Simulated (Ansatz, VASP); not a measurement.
# SiC: VASP beside Ansatz

```
CELL_PARAMETERS angstrom
0.00000 2.14516 2.14516
2.14516 0.00000 2.14516
2.14516 2.14516 0.00000
ATOMIC_POSITIONS crystal
Si 0.00000 0.00000 0.00000
C 0.25000 0.25000 0.25000
```

Alike in both runs: task single point; functional PBE; k mesh 10 × 10 × 10; occupations gaussian, width 0.02 eV; no spin polarisation.

|  | VASP | Ansatz |
| --- | --- | --- |
| version | VASP 6.6.1 | Ansatz 0.2.0 |
| potentials or method | VASP PAW PBE potentials, release 64 (Si, C) | scalar-relativistic, plane waves, PAW |
| plane-wave cutoff (eV) | 520 | 420 |
| valence electrons in the cell | 8 | 8 |

|  | VASP | Ansatz | Ansatz less VASP |
| --- | --- | --- | --- |
| gap on the k mesh at the Fermi level (eV) | 1.31 | 1.31 | +0.003 |
| least direct gap on the mesh (eV) | 4.59 | 4.59 | +0.005 |
| pressure (GPa) | 14.8 | 14.9 | +0.08 |

With one functional, cell and mesh, what is left measures potentials, basis and numerics.

A k mesh can miss the band edges.
